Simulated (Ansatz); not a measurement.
A calculation with Ansatz 0.2.0 of Hg (native input, structure typed inline):

File input.yaml:

```yaml
crystal:
  lattice:
    - [3.27392326, 0.0, 0.0]
    - [-1.0293415076, 3.1078979348, 0.0]
    - [-1.1222908761, -1.5539489673, 2.6541061223]
  atoms:
    - { symbol: Hg, position: [0.5, 0.5, 0.0] }
hamiltonian:
  xc: pbe
  pseudopotentials: { kind: nc, source: spms }
  dispersion: d4
kpoints:
  mp_grid: { grid: [10, 10, 10] }
scf:
  occupations: { method: methfessel_paxton, width: 0.1 }
  n_extra_bands: 6
output:
  forces: true
  stress: true
  eigenvalues: true
  dos: { projected: false, de: 0.05, nscf_kmesh: { grid: [15, 15, 15] } }
```

Potentials or basis: SPMS NC.

Run with:

```console
$ ansatz run input.yaml --threads 2 --pin off --max-ram 5120MiB --backend cpu --events-out ev --progress --plain --runs-dir out
```

Task: Write the same calculation in another form: ASE script, structure from a P1 CIF.

Result: As run:

File run.py:

```python
import json

import ase.io
import numpy as np

import ansatz as az

atoms = ase.io.read("Hg.cif")
atoms.info.pop("occupancy", None)

calculation = (
    az.Crystal.from_ase(atoms)
    .calculation()
    .kpoints(10, 10, 10)
    .functional("pbe", dispersion="d4")
    .pseudopotentials(kind="nc", source="spms")
    .scf(extra_bands=6)
    .occupations(method="methfessel_paxton", width=0.1)
    .density_of_states(energy_step=0.05, projected=False, nscf_kmesh=(15, 15, 15))
    .forces()
    .stress()
    .band_table(publish=True)
)
outcome = calculation.run(threads=2, events_out="events.jsonl")

report = outcome.report
for line in open("events.jsonl"):
    event = json.loads(line)
    if event["event"] == "scf_iter":
        d = event["data"]
        print(f"SCF {d['iter']:3d}  HF = {d['harris_foulkes_ev']:.6f} eV  dr2 = {d['dr2_ev']:.2e} eV")
    elif event["event"] in ("relax_step", "md_step"):
        d = event["data"]
        print(f"{event['event']} {d['step']:3d}  E = {d['lagrangian_ev']:.6f} eV")
np.set_printoptions(precision=5, suppress=True, linewidth=110)
print("converged:", report["converged"], "after", report["n_iterations"], "iterations")
print(f"free energy {report['free_energy_ev']:.6f} eV, Fermi level {report['fermi_energy_ev']:.4f} eV")
for key in ("band_edges_ev", "magnetization_mub", "site_moments_mub", "site_moments_nc_mub", "forces_ev_ang",
                "stress_gpa"):
    if report.get(key) is not None:
        print(key, np.array(report[key]), sep="\n")
```

Contents of Hg.cif:

```cif
data_Hg
_cell_length_a 3.27392326
_cell_length_b 3.27392326
_cell_length_c 3.27392326
_cell_angle_alpha 110.04737069
_cell_angle_beta 110.04737069
_cell_angle_gamma 108.32496550
_space_group_name_H-M_alt 'P1'
_space_group_name_Hall 'P 1'
_space_group_IT_number 1
loop_
_space_group_symop_operation_xyz
'x,y,z'
loop_
_atom_site_label
_atom_site_type_symbol
_atom_site_symmetry_multiplicity
_atom_site_Wyckoff_symbol
_atom_site_fract_x
_atom_site_fract_y
_atom_site_fract_z
_atom_site_occupancy
Hg1 Hg 1 a 0.5000000000 0.5000000000 0.0000000000 1
```

Potentials or basis: SPMS NC.

The run is started by

```sh
$ python run.py
```

Both were run:

|  | native input, structure typed inline | ASE script, structure from a P1 CIF |
| --- | --- | --- |
| Pressure | -0.7 GPa | -0.7 GPa |
| Band gap on the k mesh | none (metal or under the smearing width) | none (metal or under the smearing width) |
| Density of states at the Fermi level | 0.17 states/eV per cell | 0.17 states/eV per cell |

Keys that steer only the numerical path or the files written may differ.

Caveat: pairwise dispersion overbinds metals, which lowers pressure and volume.
